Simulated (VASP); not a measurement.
# AlNi: intraband terms of a metal's spectrum

AlNi, Cmmm (no. 65), 2 atoms in the cell. PBE, independent-particle dielectric function; PAW potentials Ni, Al (PBE set).

## Input

INCAR.step1:
```
PREC = Accurate ; ENCUT = 320
ISMEAR = 1 ; SIGMA = 0.1
EDIFF = 1E-7 ; LASPH = T
KPAR = 4 ; LWAVE = F
LCHARG = T ; ISPIN = 2
MAGMOM = 1 0 ; LMAXMIX = 4
```

INCAR.step2:
```
PREC = Accurate ; ENCUT = 320
ISMEAR = 0 ; SIGMA = 0.3
EDIFF = 1E-6 ; LASPH = T
KPAR = 4 ; LWAVE = T
LCHARG = F ; ISPIN = 2
MAGMOM = 1 0 ; LMAXMIX = 4
ICHARG = 11 ; NBANDS = 24
NEDOS = 3000 ; OMEGAMAX = 30
CSHIFT = 0.1
```

INCAR.step3, as INCAR.step2 but for:
```
- LWAVE = T
+ LWAVE = F
+ LOPTICS = T
+ ALGO = None
+ NELM = 1
+ ISTART = 1
```

INCAR.step4, as INCAR.step3 but for:
```
+ WPLASMAI = 0.03
```

INCAR.step5 to INCAR.step6 change the same tag again: WPLASMAI = 0.1, 0.3.

INCAR.step7, as INCAR.step6 but for:
```
- WPLASMAI = 0.3
+ RTIME = 1
```

INCAR.step8, as INCAR.step7 but for:
```
- RTIME = 1
+ RTIME = 20
```

INCAR.step9, as INCAR.step8 but for:
```
- RTIME = 20
+ LNABLA = T
```

INCAR.step10, as INCAR.step9 but for:
```
- ISMEAR = 0
- LNABLA = T
+ ISMEAR = -5
```

KPOINTS.step1:
```
k-points
0
Gamma
  10 10 9
```

KPOINTS.step2:
```
k-points
0
Gamma
  8 8 7
```

POSCAR:
```
AlNi
1.0
    1.9386940000     -1.9531901500      0.0000000000
    1.9386940000      1.9531901500      0.0000000000
    0.0000000000      0.0000000000      3.0994300413
Ni Al
1 1
Direct
    0.5000000000      0.5000000000      0.5000000000
    0.0000000000      0.0000000000      0.0000000000
```

Commands (each step's output is kept before the next begins):
```
cat potpaw_PBE.64/Ni/POTCAR potpaw_PBE.64/Al/POTCAR > POTCAR
cp INCAR.step1 INCAR
cp KPOINTS.step1 KPOINTS
mpirun -np 4 vasp_std > vasp.out
cp INCAR.step2 INCAR
cp KPOINTS.step2 KPOINTS
mpirun -np 4 vasp_std > vasp.out
cp INCAR.step3 INCAR
mpirun -np 4 vasp_std > vasp.out
cp INCAR.step4 INCAR
mpirun -np 4 vasp_std > vasp.out
cp INCAR.step5 INCAR
mpirun -np 4 vasp_std > vasp.out
cp INCAR.step6 INCAR
mpirun -np 4 vasp_std > vasp.out
cp INCAR.step7 INCAR
mpirun -np 4 vasp_std > vasp.out
cp INCAR.step8 INCAR
mpirun -np 4 vasp_std > vasp.out
cp INCAR.step9 INCAR
mpirun -np 4 vasp_std > vasp.out
cp INCAR.step10 INCAR
mpirun -np 4 vasp_std > vasp.out
```

## Result

- Bands: 24

One ground state, settings moved in the last step alone:

| Settings | Plasma frequency (eV) | Im ε at 0.5 eV | Im ε at 1 eV | Im ε at 2 eV | Im ε at 4 eV | Time (s) |
|---|---|---|---|---|---|---|
| interband part alone | 7.34 | 26.4 | 4.3 | 13.4 | 9.3 | 8 |
| Drude term, WPLASMAI 0.03 | 7.34 | 39.3 | 5.9 | 13.7 | 9.3 | 7 |
| Drude term, WPLASMAI 0.1 | 7.34 | 67.8 | 9.6 | 14.1 | 9.3 | 7 |
| Drude term, WPLASMAI 0.3 | 7.34 | 121.4 | 19.1 | 15.4 | 9.5 | 9 |
| relaxation time RTIME 1 fs | 7.34 | 130.2 | 29.0 | 17.4 | 9.8 | 10 |
| relaxation time RTIME 20 fs | 7.34 | 40.5 | 6.1 | 13.7 | 9.3 | 9 |
| transversal form (LNABLA) | 6.24 | 16.7 | 2.6 | 10.2 | 8.8 | 9 |
| tetrahedron method | – | – | – | – | – | no result |

VASP 6.6.1 took 84 s on 4 cores (AMD EPYC 7R43 (Zen 3)), a shared host.
